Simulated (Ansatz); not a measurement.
## Relaxing an invented Be5Te structure

These are results of DFT PBE, scalar-relativistic, plane waves, PAW in Ansatz 0.2.0, not measurements. Cutoff 420 eV, Gaussian smearing, Γ-centred meshes. Cell and atoms relax first on a coarse mesh, the cell is then made exact in the group found at 0.06 to 0.08 Å, and last on a converged mesh; the steps can't lower the symmetry of their start. No spin polarisation.

The guess for Be5Te was proposed by analogy with related compounds (P3, No. 143). Its size is a guess.

```
Be Te
1.0
     3.97000    0.00000    0.00000
    -1.98500    3.43812    0.00000
     0.00000    0.00000   10.96000
Be Te
10 2
Direct
  0.33333 0.66667 0.00000
  0.33333 0.33332 0.83600
  0.00000 0.00000 0.00000
  0.00000 0.66667 0.83600
  0.66667 0.33333 0.00000
  0.00000 0.66666 0.16400
  0.33334 0.33333 0.16400
  0.66667 0.00000 0.16400
  0.66668 0.00000 0.83600
  0.33333 0.66667 0.57400
  0.66667 0.33333 0.64800
  0.33333 0.66667 0.35200
```

The zero of energy is the elements' standard structures at the same level; no fitted shifts are applied.

Question: Which structure results?

Answer: The symmetry stays P3 (No. 143). The volume per atom grows by 29.8 %, from 12.5 to 16.2 Å³. The shortest distance goes from 2.23 Å (Be–Be) to 2.01 Å (Be–Be). The ratio c/a of the conventional cell changes by a factor of 1.26. The end is written in a standard setting, so origin, axes and order of atoms can differ from the start's. Conventional cell: a = 4.013 Å, c = 13.920 Å. Be on a site of symmetry 3 has 9 Be at 2.27–2.32 Å and 6 Be at 2.63–2.76 Å; Be on a site of symmetry 1 is surrounded by 9 Be at 2.25–2.37 Å; Be on a second site of symmetry 3 is surrounded by 12 Be at 2.13–2.32 Å; Be on a third site of symmetry 3 has 12 Be at 2.13–2.32 Å; around Te on its first site lie 3 Be at 2.33 Å; 3 more sites not described.

```cif
data_structure
_symmetry_space_group_name_H-M 'P3'
_symmetry_Int_Tables_number 143
_cell_length_a 4.0127
_cell_length_b 4.0127
_cell_length_c 13.9197
_cell_angle_alpha 90.000
_cell_angle_beta 90.000
_cell_angle_gamma 120.000
_cell_volume 194.10
loop_
_atom_site_label
_atom_site_type_symbol
_atom_site_symmetry_multiplicity
_atom_site_Wyckoff_symbol
_atom_site_fract_x
_atom_site_fract_y
_atom_site_fract_z
_atom_site_occupancy
Be1 Be 1 c 0.66667 0.33333 0.01907 1
Be2 Be 3 d 0.66649 0.99175 0.88948 1
Be3 Be 1 b 0.33333 0.66667 0.02041 1
Be4 Be 1 a 0.00000 0.00000 0.02029 1
Be5 Be 3 d 0.18884 0.33331 0.14843 1
Be6 Be 1 c 0.66667 0.33333 0.57574 1
Te1 Te 1 a 0.00000 0.00000 0.56092 1
Te2 Te 1 c 0.66667 0.33333 0.26384 1
```

Question: How does it come out in energy, and is it a metal?

Answer: The formation energy is +0.147 eV/atom. The gap on the 12×12×4 mesh of the 12-atom cell is 0.18 eV.

It can't be a ground state, since the elements alone are lower.

The last run used Gaussian smearing of 0.01 eV. Spin–orbit coupling, which can matter for Te, is left out. Kohn–Sham gaps at this level usually fall short of measured ones. The missing spin–orbit coupling can work the other way here. The reference form of Te is held partly by dispersion forces, which this level lacks. Small gaps are read on the mesh alone, and bands can cross between its points. A later test with randomly moved atoms came back to the same energy, though modes that don't fit the test's cell weren't probed.
